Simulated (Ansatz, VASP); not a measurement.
# Two plane-wave programs on BN

The input INCAR:

```
ALGO = Normal
EDIFF = 1E-6
EDIFFG = -0.001
ENCUT = 600
GGA = PE
IBRION = 2
ISIF = 3
ISMEAR = 0
IVDW = 12
LASPH = True
LCHARG = False
LREAL = False
LWAVE = False
NELM = 100
NSW = 80
PREC = Accurate
SIGMA = 0.01
```

File KPOINTS:

```
k-points
0
Gamma
  12 12 12
```

Contents of POSCAR:

```
BN
1.0
    2.4956024383      0.0019053380     -0.2293024778
   -1.2388457315      2.1664035939      0.2292825266
   -0.9294745340     -0.9096218794      3.3482268293
B N
1 1
Direct
    0.9910417367      0.9914240674     -0.0061484410
    0.6571072633      0.3244599326      0.9929534410
```

Input for Ansatz:

```yaml
crystal:
  lattice:
    - [2.4956024383, 0.001905338, -0.2293024778]
    - [-1.2388457315, 2.1664035939, 0.2292825266]
    - [-0.929474534, -0.9096218794, 3.3482268293]
  atoms:
    - { symbol: B, position: [0.9910417367, 0.9914240674, -0.006148441] }
    - { symbol: "N", position: [0.6571072633, 0.3244599326, 0.992953441] }
basis:
  ecutwfc: 420
kpoints:
  mp_grid: { grid: [12, 12, 12] }
hamiltonian:
  xc: pbe
  dispersion: d3bj
scf:
  occupations: { method: fixed }
output:
  forces: true
  stress: true
  eigenvalues: true
relax:
  adjacent_minimum: "off"
  f_tol: 0.001
  max_steps: 60
  cell: { stress_tol: 0.01 }
```

Alike in both runs: task relaxation of cell and atoms; functional PBE; dispersion D3(BJ); k mesh 12 × 12 × 12; no spin polarisation.

|  | VASP | Ansatz |
| --- | --- | --- |
| version | VASP 6.6.1 | Ansatz 0.2.0 |
| potentials or method | VASP PAW PBE potentials, release 64 (B, N) | scalar-relativistic, plane waves, PAW |
| plane-wave cutoff (eV) | 600 | 420 |
| occupations | gaussian, width 0.01 eV | fixed |
| valence electrons in the cell | 8 | 8 |

```tsv
	VASP	Ansatz	Ansatz less VASP
gap on the k mesh at the Fermi level, each at its own relaxed structure (eV)	4.21	4.23	+0.015
relaxed volume (Å³/atom)	8.88	8.96	+0.073
relaxed cell length with the largest relative difference (Å)	3.572	3.596	+0.0235
```

Ansatz warned: «structure_snapped_to_symmetry».

A k mesh can miss the band edges.
